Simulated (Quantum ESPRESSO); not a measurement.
BaTiO3 under changes of volume

One of the cells (12.856 Å³/atom); the others are scaled copies at fixed shape and fractional positions:

```
CELL_PARAMETERS angstrom
3.99980 0.00000 0.00000
0.00000 3.99980 0.00000
0.00000 0.00000 4.01800
ATOMIC_POSITIONS crystal
Ba 0.00000 0.00000 0.00000
Ti 0.50000 0.50000 0.49000
O 0.00000 0.50000 0.51700
O 0.50000 0.00000 0.51700
O 0.50000 0.50000 0.01900
```

* Program: Quantum ESPRESSO 7.5
* Functional: LDA
* Potentials or basis: GBRV 1.5 LDA
* Cutoff: 612 eV
* Density cutoff: 4898 eV
* k mesh: 7 × 7 × 7
* Occupations: fermi-dirac, width 0.05 eV
* Spin: no spin polarisation

```csv
volume (Å³/atom),energy over the lowest point (meV/atom),pressure (GPa),gap on the mesh (eV),largest force (eV/Å)
12.085,?,?,?,?
12.342,0.00,-0.2,1.92,0.131
12.599,3.10,-4.0,1.88,0.267
12.856,11.99,-7.3,1.83,0.393
13.113,26.02,-10.4,1.79,0.511
13.371,44.63,-13.0,1.75,0.622
13.628,67.33,-15.4,1.71,0.724
```

Task: What does the run at 12.085 Å³/atom give?

Result: Energy over the lowest point 3.35 meV/atom; pressure 4.1 GPa; gap on the mesh 1.96 eV; largest force 0.122 eV/Å.

Worked out: A Birch-Murnaghan fit of order 3 (a polynomial in V^(-2/3)) to the other rows has its minimum at 12.34 Å³/atom, just outside them, with B0 = V·E''(V) = 193 GPa and B' = 4.6 at fixed shape and positions, which overstates the stiffness. It gives 3.34 meV/atom at 12.085 Å³/atom, against the run's 3.35, and -dE/dV = 4.3 GPa, against 4.1. A straight line through the other rows of the gap, of slope -2.13 eV per unit of ln V, extrapolates to 1.97 eV, against the run's 1.96.

Energies are extrapolated to zero smearing.

Caveats: spin-orbit coupling is left out, which moves the levels of the heavy elements; an odd mesh through Γ misses points on the zone boundary, where band edges often lie.
